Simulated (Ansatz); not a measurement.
# What moves the field gradients of BaH2?

Cell of run 1: a Materials Project structure (computed, not necessarily an observed phase), taken as it stands.

Space group Pnma (No. 62); a = 6.8428, b = 4.1783, c = 7.8908 Å.

```
site  Wyckoff  site symmetry       x       y       z
  Ba       4c            .m.  0.7605  0.2500  0.3871
  H5       4c            .m.  0.5282  0.2500  0.6808
  H9       4c            .m.  0.3549  0.7500  0.9284
```

One atom of each set is listed.

All runs are DFT with Ansatz 0.2.0 (plane waves and PAW, scalar-relativistic unless spin–orbit coupling is named, Γ-centred meshes, Fermi–Dirac smearing where given) in this cell.

Run 1: PBE, atoms as given; 420 eV, 4×7×4 k-points, smearing 0.02 eV.
Run 2: r2SCAN, atoms as given; 500 eV, 4×7×4 k-points, smearing 0.02 eV.
Run 3: PBE with spin–orbit coupling, atoms as given; 420 eV, 4×7×4 k-points, smearing 0.02 eV.
Run 4: PBE, gradients read without the response of the cores, atoms as given; 420 eV, 4×7×4 k-points, smearing 0.02 eV.

```tsv
run	Ba V_zz (η)
1	5.09 (0.88)
2	5.24 (0.84)
3	?
4	4.95 (0.88)
```

V_zz in 10²¹ V/m²; 1 of the 3 sets of like atoms are followed.

(1) Estimate the row of run 3.

## Answers

(1) Ba: 5.11 (0.88). It lies nearest to run 1, from whose tensors on these sites it differs by 0.02 at most (largest principal value of the difference). Taken one at a time, the functional (r2SCAN with its higher cutoff) moves the tensors on these sites by up to 0.15 (largest principal value of the change, on Ba), the response of the cores by 0.14 (Ba), spin–orbit coupling by 0.02.
